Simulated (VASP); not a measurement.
Wanted: the native input for a VASP 6.6.1 run.

```yaml
Task: single point
Functional: PBE
Potentials_or_basis: VASP PAW PBE potentials, release 64 (W)
Cutoff: 900 eV
k_mesh: 18 × 18 × 18
Occupations: methfessel-paxton, width 0.1 eV
Spin: no spin polarisation
Further_INCAR_settings: ADDGRID = False; ALGO = Normal; EDIFF = 1e-08
```

The structure of W lies in POSCAR:

```
W
1.0
   -1.5823450000      1.5823450000      1.5823450000
    1.5823450000     -1.5823450000      1.5823450000
    1.5823450000      1.5823450000     -1.5823450000
W
1
Direct
    0.0000000000      0.0000000000      0.0000000000
```

One way to write it, as run:

INCAR

```
SYSTEM = W
ADDGRID = .False. ; ALGO = Normal
EDIFF = 1E-8 ; ENCUT = 900
GGA = PE ; ISIF = 2
ISMEAR = 1 ; LASPH = .True.
LCHARG = .False. ; LREAL = .False.
LWAVE = .False. ; NELM = 100
PREC = Accurate ; SIGMA = 0.1
```

KPOINTS

```
k-points
0
Gamma
  18 18 18
  0 0 0
```

Potentials or basis: VASP PAW PBE potentials, release 64 (W).

Launch:

```bash
$ cat potpaw_PBE.64/W/POTCAR > POTCAR
$ mpirun -np 1 vasp_std > vasp.out
```

Results of the run:

* Pressure: 2.2 GPa
* Band gap on the k mesh: none (metal or under the smearing width)

Run time: 26 s on 1 thread of AMD EPYC 9R45 96-Core Processor (Zen 5), on a shared host, peak memory 0.18 GiB.
